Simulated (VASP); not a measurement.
# Eu: equation of state with PBE

Eu:

```
CELL_PARAMETERS angstrom
-2.30300 2.30300 2.30300
2.30300 -2.30300 2.30300
2.30300 2.30300 -2.30300
ATOMIC_POSITIONS crystal
Eu 0.00000 0.00000 0.00000
```

| Property | Result |
| --- | --- |
| Program | VASP 6.6.1 |
| Task | equation of state |
| Functional | PBE |
| Potentials or basis | VASP PAW PBE potentials, release 64 (Eu) |
| Cutoff | 520 eV |
| k mesh | 8 × 8 × 8 |
| Occupations | fermi-dirac, width 0.05 eV |
| Spin | collinear spin, ferromagnetic start |
| Starting moments | [7.0] μB |
| Further INCAR settings | ALGO = Normal; EDIFF = 1e-07; NBANDS = 18 |

The equilibrium volume is outside the volumes run.

Energy against volume, from the lowest point:
```
volume (Å³/atom)  energy (meV/atom)
          45.927               0.00
          46.904               8.30
          47.882              17.60
          48.859              27.77
          49.836              38.95
          50.813              51.00
          51.790              63.85
```

All runs of the series together: 6.8 min on 1 thread of Intel(R) Xeon(R) 6975P-C (Granite Rapids), on a shared host.

 The state reached can hang on the start; a lower one may exist.
